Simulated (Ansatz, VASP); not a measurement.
Two plane-wave programs on AlN

File INCAR:

```
SYSTEM = AlN
  PREC = Accurate
  ENCUT = 520
  EDIFF = 1E-7
  ISMEAR = 0
  SIGMA = 0.05
  LREAL = .FALSE.
  LASPH = .TRUE.
  NELM = 80
  ALGO = Normal
  ISIF = 2
  LWAVE = .FALSE.
  LCHARG = .FALSE.
  GGA = PE
  NBANDS = 16
```

The input KPOINTS:

```
Automatic mesh
0
G
  12 12 6
  0 0 0
```

File POSCAR:

```
AlN
1.0
    3.0176720870      0.0000000000      0.0000000000
   -1.5088360435      2.6133806877      0.0000000000
    0.0000000000      0.0000000000      4.9780000000
Al N
2 2
Direct
    0.3333333333      0.6666666667      0.0000000000
    0.6666666667      0.3333333333      0.5000000000
    0.3333333333      0.6666666667      0.3850000000
    0.6666666667      0.3333333333      0.8850000000
```

Input for Ansatz:

```yaml
crystal:
  lattice:
    - [3.017672087, 0.0, 0.0]
    - [-1.5088360435, 2.6133806877, 0.0]
    - [0.0, 0.0, 4.978]
  atoms:
    - { symbol: Al, position: [0.3333333333, 0.6666666667, 0.0] }
    - { symbol: Al, position: [0.6666666667, 0.3333333333, 0.5] }
    - { symbol: "N", position: [0.3333333333, 0.6666666667, 0.385] }
    - { symbol: "N", position: [0.6666666667, 0.3333333333, 0.885] }
basis:
  ecutwfc: 420
kpoints:
  mp_grid: { grid: [12, 12, 6] }
hamiltonian:
  xc: pbe
scf:
  occupations: { method: gaussian, width: 0.05 }
output:
  forces: true
  stress: true
  eigenvalues: true
```

Change from the starting cell: strain -0.030 along x and y, +0.000 along z, atoms carried along.

Alike in both runs: task single point; functional PBE; k mesh 12 × 12 × 6; occupations gaussian, width 0.05 eV; no spin polarisation.

```csv
,VASP,Ansatz
version,VASP 6.6.1,Ansatz 0.2.0
potentials or method,"VASP PAW PBE potentials, release 64 (Al, N)","scalar-relativistic, plane waves, PAW"
plane-wave cutoff (eV),520,420
valence electrons in the cell,16,16
```

|  | VASP | Ansatz | Ansatz less VASP |
| --- | --- | --- | --- |
| gap on the k mesh at the Fermi level (eV) | 4.78 | 4.77 | -0.014 |
| least direct gap on the mesh (eV) | 4.78 | 4.77 | -0.014 |
| pressure (GPa) | 19.0 | 19.2 | +0.21 |
| largest component of the traceless stress (GPa) | 11.75 | 11.70 | -0.054 |
| rms of the force components (eV/Å) | 0.349 | 0.347 | -0.0021 |

Atom by atom the forces differ by 0.002 eV/Å (rms over components).

Caveats: so large a pressure means that the cell lies far from this level's equilibrium, or that cutoff or potentials fall short (VASP). A k mesh can miss the band edges.
